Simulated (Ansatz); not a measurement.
# C: the cost of one run

Program: Ansatz 0.2.0. Level of theory: DFT PBEsol, scalar-relativistic, plane waves, PAW. These are calculated values, not measurements.

3 further runs of the same task are left out: 3 set aside as unsound or not needed.

### Step 1. The structure to begin with

The structure is hexagonal, space group P6/mmm (No. 191). Conventional cell: a = 2.459 Å, b = 2.459 Å, c = 8.523 Å, α = 90.00°, β = 90.00°, γ = 120.00°. C (site symmetry -6m2) is surrounded by 3 C at 1.42 Å.

As a file:

```xyz
2
Lattice="2.4588 0.0000 0.0000 -1.2294 2.1294 0.0000 0.0000 0.0000 8.5229" Properties=species:S:1:pos:R:3 pbc="T T T"
C     0.0000    1.4196    0.0000
C     1.2294    0.7098    0.0000
```

It goes back to an entry of the Materials Project, which need not be the stable form.

It is the result of an earlier relaxation at this level (volume 22.31 Å³/atom; gap on the mesh: none (metal)).

### Step 2. Bulk reference on the slab's mesh

File input.yaml:

```yaml
crystal:
  lattice:
    - [2.458814022, 0.0, 0.0]
    - [-1.229407011, 8.7848638289, 0.0]
    - [1.229407011, 0.5161519728, 2.0658925279]
  atoms:
    - { symbol: C, position: [0.3333333333, 0.0, 0.3333333333] }
    - { symbol: C, position: [0.6666666667, 0.0, 0.6666666667] }
basis:
  ecutwfc: 420
kpoints:
  mp_grid: { grid: [14, 4, 17] }
hamiltonian:
  xc: pbesol
scf:
  occupations: { method: gaussian, width: 0.1 }
output:
  forces: true
  stress: true
  eigenvalues: true
```

Started as:

```
$ ansatz run input.yaml --threads 1 --pin off --max-ram 2560MiB --backend cpu --events-out ev --progress --plain --runs-dir out
```

What time and memory should one allow on 1 thread of Intel Xeon at 2.70GHz, shared host?

About 14 s, with a peak of 0.47 GiB.
